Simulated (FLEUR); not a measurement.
**BAs: equation of state with PBEsol**

**What was measured.**

From “Basic Physical Properties of Cubic Boron Arsenide”, 2019, arxiv:1911.11281, for a bulk crystal of BAs: bulk modulus 148 GPa.

Crystal: BAs.

```
CELL_PARAMETERS angstrom
0.00000 2.38850 2.38850
2.38850 0.00000 2.38850
2.38850 2.38850 0.00000
ATOMIC_POSITIONS crystal
As 0.75000 0.75000 0.75000
B 0.00000 0.00000 0.00000
```

| Property | Result |
| --- | --- |
| Program | FLEUR MaX-R8.1 (later development tree) |
| Task | equation of state |
| Functional | PBEsol |
| Potentials or basis | all-electron |
| Basis | FLAPW |
| Kmax | 4.92 1/bohr |
| k mesh | 10 × 10 × 10 |
| Occupations | fermi-dirac, width 0.05 eV |
| Spin | no spin polarisation |
| Gmax | 15.3 1/bohr |
| Muffin-tin radii | As 1.99, B 1.52 bohr |
| lmax | As 8, B 8 |
| lnonsphr | As 8, B 8 |
| Local orbitals a species | As 6, B 3 |

```
Equilibrium volume                      : 13.54 Å³/atom
Bulk modulus                            : 140 GPa
Pressure derivative of the bulk modulus : 4.0
```

Energy against volume, from the lowest point:
```tsv
volume (Å³/atom)	energy (meV/atom)
12.809	19.03
13.081	7.13
13.354	1.03
13.626	0.00
13.899	3.67
14.171	11.55
14.444	23.24
```

Against the measured bulk modulus of BAs, 148 GPa (quoted in “Basic Physical Properties of Cubic Boron Arsenide”, 2019, arxiv:1911.11281), the calculated 140 GPa is off by -5.2 %. The fit is for a static lattice scaled at fixed shape and fixed fractional positions.
